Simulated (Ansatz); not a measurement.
Here is an Ansatz 0.2.0 calculation.

The input input.yaml:

```yaml
crystal:
  lattice:
    - [0.0, 2.179, 2.179]
    - [2.179, 0.0, 2.179]
    - [2.179, 2.179, 0.0]
  atoms:
    - { symbol: Si, position: [0.0, 0.0, 0.0] }
    - { symbol: C, position: [0.75, 0.75, 0.75] }
kpoints:
  mp_grid: { grid: [10, 10, 10] }
scf:
  occupations: { method: gaussian, width: 0.029 }
hamiltonian:
  xc: pbe
  pseudopotentials: { kind: all_electron, lapw: { basis_error: 0.001 } }
output:
  forces: true
  stress: true
  eigenvalues: true
```

Potentials or basis: all-electron LAPW, scalar-relativistic.

Launch:

```console
$ ansatz run input.yaml --threads 1 --pin off --max-ram 3072MiB --backend cpu --events-out ev --progress --plain --runs-dir out
```

**Question.** Estimate the band gap on the k mesh.

**Answer.** 1.36 eV, indirect (least direct gap 4.55 eV).

**Question.** What does it give for the pressure?

**Answer.** 3.3 GPa.

**Experimental background.**

“Insight into the structural, elastic and electronic properties of a new orthorhombic 6O-SiC polytype”, 2020, pmc:7200658 quotes, for a bulk crystal of SiC: band gap 2.4 eV (indirect).

Against the measured gap of SiC, 2.4 eV (indirect; quoted in “Insight into the structural, elastic and electronic properties of a new orthorhombic 6O-SiC polytype”, 2020, pmc:7200658), the calculated 1.36 eV is off by -1.04 eV. The value is that of PBE on a finite k mesh, which can miss the band edges, without temperature or zero-point motion. Semilocal functionals fall short of measured gaps as a rule.
